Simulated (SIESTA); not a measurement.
Crystal: Sn.

```
Sn
1.0
    -2.94014    2.94014    1.59930
     2.94014   -2.94014    1.59930
     2.94014    2.94014   -1.59930
Sn
2
Direct
  0.00000 0.00000 0.00000
  0.75000 0.25000 0.50000
```

Base run:

```yaml
Program: SIESTA 5.4.2
Functional: BLYP
Potentials_or_basis: PseudoDojo 0.4 standard (PBE files)
Basis: DZP (energy shift 0.002 Ry)
Grid_cutoff: 500 Ry
Energy_shift: 0.002 Ry
k_mesh: 9 × 9 × 9
Occupations: fermi-dirac, width 0.05 eV
Spin: no spin polarisation
```

Its results: band gap on the k mesh none (metal or under the smearing width); pressure 7.2 GPa.

Task: The run is repeated on the same cell with these changes: functional from BLYP to AM05; potentials or basis from PseudoDojo 0.4 standard (PBE files) to PseudoDojo 0.4 standard (PBEsol files). What comes out?

Result: Band gap on the k mesh none (metal or under the smearing width); pressure -0.4 GPa.

Caveats: semicore shells carry a single zeta, which can move pressures by several GPa and volumes by a few percent; the potentials were made for another functional, which shifts forces and pressure; spin-orbit coupling is left out, which moves the levels of the heavy elements; the basis of atomic orbitals isn't converged, which shifts pressures, moduli and gaps.
